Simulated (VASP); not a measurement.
# Sn (P6_3/mmc) in VASP: relaxation of cell and atoms with LDA

Aim: the relaxation of cell and atoms of Sn with LDA.

Program: VASP 6.6.1. These are calculated values, not measurements. Logs are shortened: lines on timing, memory, paths and dates and some standing lists are left out, and cuts for length are marked.

## (1) The crystal as given

It takes space group P6_3/mmc (No. 194, hexagonal). Conventional cell: a = 2.666 Å, b = 2.666 Å, c = 4.214 Å, α = 90.00°, β = 90.00°, γ = 120.00°. Sn (site symmetry -6m2) has 12 Sn at 2.61 to 2.67 Å as nearest neighbours.

This isn't the form of Sn at room conditions, which is tetragonal (white tin).

## (2) Relaxation of cell and atoms, LDA

INCAR

```
SYSTEM = Sn
PREC     = Accurate       ! precision mode
ENCUT    = 300            ! plane-wave cutoff, eV
EDIFF    = 1E-6           ! SCF threshold, eV
ISMEAR   = 0              ! smearing method
SIGMA    = 0.1            ! smearing width, eV
LREAL    = .FALSE.        ! projectors in reciprocal space
LASPH    = .TRUE.         ! aspherical terms in the spheres
NELM     = 80             ! most SCF steps
ALGO     = Normal         ! electronic algorithm
ISIF     = 3              ! what is computed and relaxed
LWAVE    = .FALSE.        ! write WAVECAR
LCHARG   = .FALSE.        ! write CHGCAR
IBRION   = 2              ! ionic algorithm
NSW      = 40             ! ionic steps
EDIFFG   = -0.01          ! ionic threshold
```

KPOINTS

```
Automatic mesh
0
G
  7 7 4
  0 0 0
```

POSCAR

```
Sn
1.0
    2.6659628300      0.0000000000      0.0000000000
   -1.3329814200      2.3087915400      0.0000000000
    0.0000000000      0.0000000000      4.2144004800
Sn
2
Direct
    0.3333333300      0.6666666700      0.2500000000
    0.6666666700      0.3333333300      0.7500000000
```

Potentials or basis: VASP PAW LDA potentials, release 64 (Sn_d).

Run with:

```bash
cat potpaw_LDA.64/Sn_d/POTCAR > POTCAR
mpirun -np 1 vasp_std > vasp.out
```

OUTCAR:

```text
SYSTEM = Sn
   PREC = Accurate
   ENCUT = 300
   EDIFF = 1E-6
   ISMEAR = 0
   LREAL = .FALSE.
   LASPH = .TRUE.
   NELM = 80
   ISIF = 3
   IBRION = 2
   NSW = 40
   EDIFFG = -0.01

 ion  position               nearest neighbor table
   1  0.333  0.667  0.250-   2 2.61   2 2.61   2 2.61   2 2.61   2 2.61   2 2.61   2 3.73   2 3.73
                             2 3.73   2 3.73   2 3.73   2 3.73
   2  0.667  0.333  0.750-   1 2.61   1 2.61   1 2.61   1 2.61   1 2.61   1 2.61   1 3.73   1 3.73
                             1 3.73   1 3.73   1 3.73   1 3.73

  LATTYP: Found a hexagonal cell.
 ALAT       =     2.6659628300
 C/A-ratio  =     1.5808174190

  Lattice vectors:

 A1 = (   2.6659628300,   0.0000000000,   0.0000000000)
 A2 = (  -1.3329814200,   2.3087915400,   0.0000000000)
 A3 = (   0.0000000000,   0.0000000000,   4.2144004800)

Analysis of symmetry for initial positions (statically):
=====================================================================
 Subroutine PRICEL returns:
 Original cell was already a primitive cell.

 Routine SETGRP: Setting up the symmetry group for a
 hexagonal supercell.

 Subroutine GETGRP returns: Found 24 space group operations
 (whereof 12 operations were pure point group operations)
 out of a pool of 24 trial point group operations.

The static configuration has the point symmetry D_3d.
 The point group associated with its full space group is D_6h.

Analysis of symmetry for dynamics (positions and initial velocities):
=====================================================================
 Subroutine PRICEL returns:
 Original cell was already a primitive cell.

 Routine SETGRP: Setting up the symmetry group for a
 hexagonal supercell.

 Subroutine GETGRP returns: Found 24 space group operations
 (whereof 12 operations were pure point group operations)
 out of a pool of 24 trial point group operations.

The dynamic configuration has the point symmetry D_3d.
 The point group associated with its full space group is D_6h.

 Subroutine INISYM returns: Found 24 space group operations
 (whereof 12 operations are pure point group operations),
 and found     1 'primitive' translations

----------------------------------------------------------------------------------------

                                     Primitive cell

  volume of cell :      25.9403

  direct lattice vectors                    reciprocal lattice vectors
     2.665962830  0.000000000  0.000000000     0.375099003  0.216563511  0.000000000
    -1.332981420  2.308791540  0.000000000     0.000000000  0.433127020  0.000000000
     0.000000000  0.000000000  4.214400480     0.000000000  0.000000000  0.237281674

  length of vectors
     2.665962830  2.665962836  4.214400480     0.433127021  0.433127020  0.237281674

  position of ions in fractional coordinates (direct lattice)
     0.333333330  0.666666670  0.250000000
     0.666666670  0.333333330  0.750000000

  ion indices of the primitive-cell ions
   primitive index   ion index
                 1           1
                 2           2

----------------------------------------------------------------------------------------

 KPOINTS: Automatic mesh

Automatic generation of k-mesh.
 Grid dimensions read from file:
 generate k-points for:    7    7    4

 Generating k-lattice:

  Cartesian coordinates                     Fractional coordinates (reciprocal lattice)
     0.053585572  0.030937644  0.000000000     0.142857143  0.000000000  0.000000000
     0.000000000  0.061875289  0.000000000     0.000000000  0.142857143  0.000000000
     0.000000000  0.000000000  0.059320418     0.000000000  0.000000000  0.250000000

  Length of vectors
     0.061875289  0.061875289  0.059320418

  Shift w.r.t. Gamma in fractional coordinates (k-lattice)
     0.000000000  0.000000000  0.000000000

 Subroutine IBZKPT returns following result:
 ===========================================

 Found     24 irreducible k-points:

 Following reciprocal coordinates:
            Coordinates               Weight
  0.000000  0.000000  0.000000      1.000000
  0.142857  0.000000  0.000000      6.000000
  0.285714  0.000000  0.000000      6.000000
  0.428571  0.000000  0.000000      6.000000
  0.142857  0.142857  0.000000      6.000000
  0.285714  0.142857  0.000000     12.000000
[... 16 lines left out ...]
  0.428571  0.142857  0.500000      6.000000
  0.285714  0.285714  0.500000      6.000000
   k-points           NKPTS =     24   k-points in BZ     NKDIM =     24   number of bands    NBANDS=     18
   number of dos      NEDOS =    301   number of ions     NIONS =      2
   total plane-waves  NPLWV =   6144
   dimension x,y,z NGX =    16 NGY =   16 NGZ =   24
   dimension x,y,z NGXF=    32 NGYF=   32 NGZF=   48
   ions per type =               2
   NGX,Y,Z   is equivalent  to a cutoff of   9.98,  9.98,  9.47 a.u.
   NGXF,Y,Z  is equivalent  to a cutoff of  19.95, 19.95, 18.93 a.u.
 SYSTEM =  Sn
   PREC   = accura    normal or accurate (medium, high low for compatibility)
   ISTART =      0    job   : 0-new  1-cont  2-samecut
   ICHARG =      2    charge: 1-file 2-atom 10-const
   ISPIN  =      1    spin polarized calculation?
   LNONCOLLINEAR =      F non collinear calculations
   LSORBIT =      F    spin-orbit coupling
   LASPH  =      T    aspherical Exc in radial PAW
   ENCUT  =  300.0 eV  22.05 Ry    4.70 a.u.   3.77  3.77  5.95*2*pi/ulx,y,z
   NELM   =     80;   NELMIN=  2; NELMDL= -5     # of ELM steps
   EDIFF  = 0.1E-05   stopping-criterion for ELM
   LREAL  =      F    real-space projection
   EDIFFG = -.1E-01   stopping-criterion for IOM
   NSW    =     40    number of steps for IOM
   IBRION =      2    ionic relax: 0-MD 1-quasi-New 2-CG
   NFREE  =      1    steps in history (QN), initial steepest desc. (CG)
   ISIF   =      3    stress and relaxation
   ISYM   =      2    0-nonsym 1-usesym 2-fastsym
   POTIM  = 0.5000    time-step for ionic-motion
   TEBEG  =    0.0;   TEEND  =   0.0 temperature during run
   PSTRESS=    0.0 pullay stress
   NELECT =      28.0000    total number of electrons
   NUPDOWN=      -1.0000    fix difference up-down
   EMIN   =  10.00;   EMAX   =-10.00  energy-range for DOS
   EFERMI =   0.00;   METHOD = LEGACY
   ISMEAR =     0;   SIGMA  =   0.10  broadening in eV -4-tet -1-fermi 0-gaus
   EFERMI_NEDOS =   21; number of points for ismear=-14 and -15
   IALGO  =     38    algorithm
   IMIX   =      4    mixing-type and parameters
     AMIX     =   0.40;   BMIX     =  1.00
     AMIX_MAG =   1.60;   BMIX_MAG =  1.00
  volume/ion in A,a.u.               =      12.97        87.53
  Fermi-wavevector in a.u.,A,eV,Ry     =   1.679330  3.173473 38.370446  2.820148
  Thomas-Fermi vector in A             =   2.763261
   LORBIT       =      0    0 simple, 1 ext, 2 COOP (PROOUT), +10 PAW based schemes
   GGA     = CA    functional components
   LHFCALC =     F    Hartree Fock is set to
   AEXX    =    0.0000 exact exchange contribution
   IVDW    =     0    specifies the selected vdW correction
   LEPSILON=     F    determine dielectric tensor
   LRPA    =     F    only Hartree local field effects (RPA)
 conjugate gradient relaxation of ions
 non-spin polarized calculation
 Gauss-broadening in eV      SIGMA  =   0.10
  energy-cutoff  :      300.00
  volume of cell :       25.94
 maximum number of plane-waves:       316
 NGX is ok and might be reduce to    16
   NGX =  7   NGY =  7   NGZ = 11

--------------------------------------- Ionic step        1  -------------------------------------------

 number of electron      28.0000013 magnetization

 Free energy of the ion-electron system (eV)
  ---------------------------------------------------
  ext. energy  EPLUGINS =         0.00000000
  ---------------------------------------------------
  free energy    TOTEN  =        -0.37410572 eV

  energy without entropy =       -0.36906489  energy(sigma->0) =       -0.37158531

------------------------ aborting loop because EDIFF is reached ----------------------------------------

  FORCE on cell =-STRESS in cart. coord.  units (eV):
  Direction    XX          YY          ZZ          XY          YZ          ZX
  --------------------------------------------------------------------------------------
  -------------------------------------------------------------------------------------
  Total       31.4552490     31.4552491     36.7478899     -0.0000001      0.0000000      0.0000000
  in kB     1942.8044724   1942.8044785   2269.6995613     -0.0000042      0.0000000      0.0000000
  external PRESSURE =    2051.7695041 kB  Pullay stress =       0.0000000 kB
[... 23 lines left out ...]
--------------------------------------- Ionic step        2  -------------------------------------------

 number of electron      28.0000006 magnetization

 E-fermi :  -2.0852     XC(G=0):  -6.7324

 val. band max:       -2.1010574726   @ k =   0.1429   0.0000   0.5000
 cond. band min:      -2.0832937682   @ k =   0.1429   0.1429   0.2500
 fundamental gap:      0.0177637044
 Fermi energy:        -2.0851917677

 k-point     1 :       0.0000    0.0000    0.0000
  band No.  band energies     occupation
      1     -27.6575      2.00000
      2     -27.6575      2.00000
      3     -23.3696      2.00000
      4     -23.3696      2.00000
      5     -23.1831      2.00000
      6     -23.1831      2.00000
[... 558 lines left out ...]
  FREE ENERGIE OF THE ION-ELECTRON SYSTEM (eV)
  ---------------------------------------------------
  free  energy   TOTEN  =        -2.2002988150 eV

  energy  without entropy=       -2.1947837083  energy(sigma->0) =       -2.19754126

 E-fermi :   3.7112     XC(G=0):  -8.7856

 val. band max:        3.6788948515   @ k =   0.1429   0.1429   0.5000
 cond. band min:       3.7662069604   @ k =   0.2857   0.2857   0.0000
 fundamental gap:      0.0873121089
 Fermi energy:         3.7112389455

 k-point     1 :       0.0000    0.0000    0.0000
  band No.  band energies     occupation
      1     -19.6230      2.00000
      2     -19.6230      2.00000
      3     -19.2278      2.00000
      4     -19.2277      2.00000
      5     -19.2228      2.00000
      6     -19.2228      2.00000
[... 481 lines left out ...]
      5     -19.0679      2.00000
      6     -19.0679      2.00000
[... 10 lines left out ...]
     17       6.5097      0.00000
     18       6.5097      0.00000

[... ionic steps 4 to 14 ...]

--------------------------------------- Ionic step       15  -------------------------------------------

 number of electron      28.0000044 magnetization

------------------------ aborting loop because EDIFF is reached ----------------------------------------
[... 67 lines left out ...]
--------------------------------------- Ionic step       17  -------------------------------------------

 number of electron      28.0000042 magnetization

 Free energy of the ion-electron system (eV)
  ---------------------------------------------------
  ext. energy  EPLUGINS =         0.00000000
  ---------------------------------------------------
  free energy    TOTEN  =        -8.29706917 eV

  energy without entropy =       -8.29367705  energy(sigma->0) =       -8.29537311

 E-fermi :  10.4478     XC(G=0): -11.5921

 val. band max:       10.3865871827   @ k =   0.4286   0.1429   0.0000
 cond. band min:      10.5492270113   @ k =   0.4286   0.0000   0.0000
 fundamental gap:      0.1626398286
 Fermi energy:        10.4477755351

 k-point     1 :       0.0000    0.0000    0.0000
  band No.  band energies     occupation
      1     -11.1181      2.00000
      2     -11.0662      2.00000
      3     -11.0662      2.00000
      4     -11.0615      2.00000
      5     -11.0451      2.00000
      6     -11.0451      2.00000
[... 522 lines left out ...]
  FREE ENERGIE OF THE ION-ELECTRON SYSTEM (eV)
  ---------------------------------------------------
  free  energy   TOTEN  =        -8.2970691698 eV

  energy  without entropy=       -8.2936770502  energy(sigma->0) =       -8.29537311

 reached required accuracy - stopping structural energy minimisation
```

Wall time 26 s (1 thread of Intel Xeon Platinum 8488C (Sapphire Rapids), shared host); peak memory 0.11 GiB.

Results:

- Free energy: -8.2971 eV
- Relaxed volume: 22.18 Å³/atom
- Relaxed cell: a = 3.197 Å, b = 3.197 Å, c = 5.012 Å, α = 90.00°, β = 90.00°, γ = 120.00°
- Space group after relaxing (to 0.05 Å): P6_3/mmc (No. 194)
- Energy gained by relaxing: 3961.5 meV/atom
- Ionic steps: 17
- Pressure after relaxing: 0.0 GPa
- Band gap on the k mesh: none (metal or under the smearing width)

Step by step:
```csv
step,energy change (eV),largest force (eV/Å),pressure (GPa),volume (Å³)
1,0.0000,0.0000,205.18,25.94
2,373.9294,0.0000,-1376.35,151.36
3,-1.8262,0.0000,162.17,27.53
4,-3.0816,0.0000,133.51,28.89
5,-7.3842,0.0000,29.77,38.44
6,21.0857,0.0000,-290.29,82.45
7,-7.6279,0.0000,21.01,39.99
8,-7.9029,0.0000,0.24,44.25
9,-7.9004,0.0000,-1.81,44.68
10,-7.9046,0.0000,5.16,43.30
11,-7.9118,0.0000,2.25,43.90
12,-7.9212,0.0000,1.40,44.08
13,-7.9214,0.0000,1.46,44.06
14,-7.9223,0.0000,-0.95,44.57
15,-7.9230,0.0000,0.02,44.37
16,-7.9230,0.0000,0.05,44.36
17,-7.9230,0.0000,0.01,44.37
```

Final structure:
```
Sn
1.0
     3.19714    0.00000    0.00000
    -1.59857    2.76880    0.00000
     0.00000    0.00000    5.01176
Sn
2
Direct
  0.33333 0.66667 0.25000
  0.66667 0.33333 0.75000
```

Levels at points of the mesh, in eV from the Fermi level:
```
           k point  band 12  band 13  band 14  band 15  band 16  band 17
(0.00, 0.00, 0.00)    -6.56    -5.49     6.42     6.42     8.67     8.67
(0.00, 0.00, 0.50)   -11.04     2.10     2.10     7.66     7.66     7.66
```

Caveat: the k mesh is coarse (spacing up to 0.39 Å⁻¹), so the values aren't converged; the volume moved by over 15 % at a fixed basis, so the end points are rough.
